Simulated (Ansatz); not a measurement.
SiO2:

```
Si O
1.0
     4.97559    0.00000    0.00000
     0.00000    4.97559    0.00000
     0.00000    0.00000    6.90089
Si O
4 8
Direct
  0.80325 0.80325 0.50000
  0.69675 0.30325 0.25000
  0.30325 0.69675 0.75000
  0.19675 0.19675 0.00000
  0.76176 0.11039 0.43204
  0.88961 0.23824 0.06796
  0.11039 0.76176 0.56796
  0.26176 0.38961 0.81796
  0.23824 0.88961 0.93204
  0.73824 0.61039 0.31796
  0.38961 0.26176 0.18204
  0.61039 0.73824 0.68204
```

The cell comes from a database or a generator and needn't be the stable form of this composition.

Program: Ansatz 0.2.0. Alike in all runs: task band structure; potentials or basis Ansatz PAW; no spin polarisation; cell as given.

Q: Order these runs on this cell by their band gap on the k mesh, lowest first.
A. level r2SCAN; k mesh 6 × 6 × 4; cutoff (eV) 500; smearing fixed; level r2scan; run kind scf
B. level HSE06; k mesh 4 × 4 × 4; cutoff (eV) 420; smearing fixed; level hse06; run kind scf
C. level PBE0; k mesh 4 × 4 × 4; cutoff (eV) 420; smearing fixed; level pbe0; run kind scf
D. level LDA; k mesh 6 × 6 × 4; cutoff (eV) 420; smearing fixed; level lda; run kind scf
E. level PBEsol; k mesh 6 × 6 × 4; cutoff (eV) 420; smearing fermi-dirac 0.05 eV; points for each segment of the path 10

A: D (5.49 eV), E (5.67 eV), A (6.35 eV), B (7.52 eV), C (8.29 eV).

A k mesh can miss the band edges.

Not every run made on this cell is shown here.
